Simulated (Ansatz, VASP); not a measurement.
## Zn: VASP beside Ansatz

The input INCAR:

```
SYSTEM = Zn
PREC = Accurate ; ENCUT = 520
EDIFF = 1E-7 ; ISMEAR = -1
SIGMA = 0.05 ; LREAL = .FALSE.
LASPH = .TRUE. ; NELM = 60
ALGO = Normal ; ISIF = 2
LWAVE = .FALSE. ; LCHARG = .FALSE.
NBANDS = 12
```

File KPOINTS:

```
regular mesh
0
G
  12 12 12
  0 0 0
```

POSCAR

```
Zn
1.0
    0.0000000000      2.0033108028      2.0033108028
    2.0033108028      0.0000000000      2.0033108028
    2.0033108028      2.0033108028      0.0000000000
Zn
1
Direct
    0.0000000000      0.0000000000      0.0000000000
```

The input input.yaml:

```yaml
crystal:
  lattice:
    - [0.0, 2.0033108028, 2.0033108028]
    - [2.0033108028, 0.0, 2.0033108028]
    - [2.0033108028, 2.0033108028, 0.0]
  atoms:
    - { symbol: Zn, position: [0.0, 0.0, 0.0] }
kpoints:
  mp_grid: { grid: [12, 12, 12] }
scf:
  occupations: { method: fermi_dirac, width: 0.05 }
hamiltonian:
  xc: lda
  pseudopotentials: { kind: all_electron, lapw: { basis_error: 0.001 } }
output:
  forces: true
  stress: true
  eigenvalues: true
```

Change from the starting cell: volume scaled by 1.06.

Alike in both runs: task single point; functional LDA; k mesh 12 × 12 × 12; occupations fermi-dirac, width 0.05 eV; no spin polarisation.

|  | VASP | Ansatz |
| --- | --- | --- |
| version | VASP 6.6.1 | Ansatz 0.2.0 |
| potentials or method | VASP PAW LDA potentials, release 64 (Zn) | all-electron LAPW, scalar-relativistic |
| plane-wave cutoff (eV) | 520 | see its input |

Ansatz gave:

- gap on the k mesh at the Fermi level (eV): none
- pressure (GPa): -10.9

Task: Which values does VASP return?

Result: gap on the k mesh at the Fermi level (eV): none; pressure (GPa): -10.6.

A gap of «none» marks a metal or a gap that the smearing closes. Ansatz ran all-electron here, so the differences hold the error of VASP's frozen core and of both bases.
